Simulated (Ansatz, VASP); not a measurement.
# Ga in VASP and in Ansatz

Contents of INCAR:

```
PREC = Accurate ; ENCUT = 520
EDIFF = 1E-6 ; ISMEAR = 0
SIGMA = 0.15 ; LREAL = False
LASPH = True ; NELM = 100
ALGO = Normal ; ISIF = 2
LWAVE = False ; LCHARG = True
GGA = PS ; LELF = True
LVHAR = True ; NBANDS = 34
```

The input KPOINTS:

```
Automatic mesh
0
Gamma
  10 10 10
```

The input POSCAR:

```
Ga
1.0
    2.2350478178     -3.7986615528     -0.3352571727
    2.2350478178      3.7986615528     -0.3352571727
   -0.6734664180      0.0000000000      4.9387537321
Ga
4
Direct
    0.1559156097      0.8440843903      0.0832479706
    0.6559156097      0.3440843903      0.4167520294
    0.8440843903      0.1559156097      0.9167520294
    0.3440843903      0.6559156097      0.5832479706
```

Input for Ansatz:

```yaml
crystal:
  lattice:
    - [2.2350478178, -3.7986615528, -0.3352571727]
    - [2.2350478178, 3.7986615528, -0.3352571727]
    - [-0.673466418, 0.0, 4.9387537321]
  atoms:
    - { symbol: Ga, position: [0.1559156097, 0.8440843903, 0.0832479706] }
    - { symbol: Ga, position: [0.6559156097, 0.3440843903, 0.4167520294] }
    - { symbol: Ga, position: [0.8440843903, 0.1559156097, 0.9167520294] }
    - { symbol: Ga, position: [0.3440843903, 0.6559156097, 0.5832479706] }
basis:
  ecutwfc: 420
kpoints:
  mp_grid: { grid: [10, 10, 10] }
hamiltonian:
  xc: pbesol
scf:
  occupations: { method: gaussian, width: 0.15 }
output:
  forces: true
  stress: true
  eigenvalues: true
```

Change from the starting cell: engineering shear strain xz -0.3000, normal strain along z +0.1000.

Alike in both runs: task single point; functional PBEsol; k mesh 10 × 10 × 10; occupations gaussian, width 0.15 eV; no spin polarisation.

|  | VASP | Ansatz |
| --- | --- | --- |
| version | VASP 6.6.1 | Ansatz 0.2.0 |
| potentials or method | VASP PAW PBE potentials, release 64 (Ga_d) | scalar-relativistic, plane waves, PAW |
| plane-wave cutoff (eV) | 520 | 420 |
| valence electrons in the cell | 52 | 52 |

VASP gave:

| Quantity | Value |
| --- | --- |
| gap on the k mesh at the Fermi level (eV) | none |
| pressure (GPa) | 0.3 |
| largest component of the traceless stress (GPa) | 5.83 |
| rms of the force components (eV/Å) | 0.519 |

Q: Estimate Ansatz's values.

A: gap on the k mesh at the Fermi level (eV): none; pressure (GPa): 0.3; largest component of the traceless stress (GPa): 5.83; rms of the force components (eV/Å): 0.518.

Atom by atom the forces differ by 0.001 eV/Å (rms over components). A gap of «none» marks a metal or a gap that the smearing closes.

Caveats: the PAW data sets were made with another functional, which shifts forces and pressure a little (VASP).
